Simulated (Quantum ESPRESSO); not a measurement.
Runs of Quantum ESPRESSO 7.5 on PbF2 (Fluorocronite). The structure is cubic, space group Fm-3m (No. 225). The conventional cell has a = 5.927 Å, b = 5.927 Å, c = 5.927 Å, α = 90.00°, β = 90.00°, γ = 90.00°. Pb (site symmetry m-3m) is surrounded by 8 F at 2.57 Å. Around F (site symmetry -43m) lie 4 Pb at 2.57 Å. 

```tsv
task	level	potentials or basis	cell	cutoff (eV)	smearing	mixing beta	dos occupations	mixing mode	other keys	gap on the mesh (eV)	pressure (GPa)
projected density of states	vdW-DF2	JTH 2.0 PBE	as given	490	methfessel-paxton 0.2 eV	0.5	tetrahedra_opt	-	-	4.48	-
single point	PBE	SSSP 1.3 efficiency PBE	atoms moved at random, drawn with an rms of 0.05 Å	748	fermi-dirac 0.05 eV	0.5	-	-	-	4.38	3.0
single point	PBE	SSSP 1.3 efficiency PBE	as given	748	fermi-dirac 0.05 eV	0.5	-	-	-	4.41	(b)
band structure	PBE+D3M	PseudoDojo 0.4.1 SR PBE standard	as given	1143	fixed	0.2	-	local-TF	mixing_mode = local-TF; mixing_beta = 0.2	4.43	(a)
```

Alike in all rows: no spin polarisation; k mesh 8 × 8 × 8.

Question: Fill in the values left out.

Answer: (a) -0.9; (b) 2.7.

Caveats: spin-orbit coupling is left out, which as a rule narrows the gap of such compounds by several tenths of an eV; the potentials were made for another functional, which shifts forces and pressure (some runs); the cutoff is low for these files, which shifts pressure and relaxed volume (some runs); this smearing can shift energies of a crystal with a gap (some runs).

A k mesh can miss the band edges, and the runs leave out spin-orbit coupling on Pb.
